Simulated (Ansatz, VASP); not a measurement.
**Rb: VASP beside Ansatz**

```
CELL_PARAMETERS angstrom
-2.37899 2.37899 8.48867
2.37899 -2.37899 8.48867
2.37899 2.37899 -8.48867
ATOMIC_POSITIONS crystal
Rb 0.50000 0.50000 0.00000
Rb 0.25000 0.75000 0.50000
```

This isn't the form of Rb at room conditions, which is bcc.

Alike in both runs: task single point; functional PBE; k mesh 8 × 8 × 8; occupations fermi-dirac, width 0.05 eV; no spin polarisation.

|  | VASP | Ansatz |
| --- | --- | --- |
| version | VASP 6.6.1 | Ansatz 0.2.0 |
| potentials or method | VASP PAW PBE potentials, release 64 (Rb_sv) | Ansatz PAW |
| plane-wave cutoff (eV) | 520 | 420 |
| valence electrons in the cell | 18 | 18 |

|  | VASP | Ansatz | Ansatz less VASP |
| --- | --- | --- | --- |
| gap on the k mesh at the Fermi level (eV) | none | none | - |
| pressure (GPa) | 0.0 | 0.0 | 0.00 |

A gap of «none» marks a metal or a gap that the smearing closes. The functional is the same, so the differences come from potentials, cutoffs and numerics.
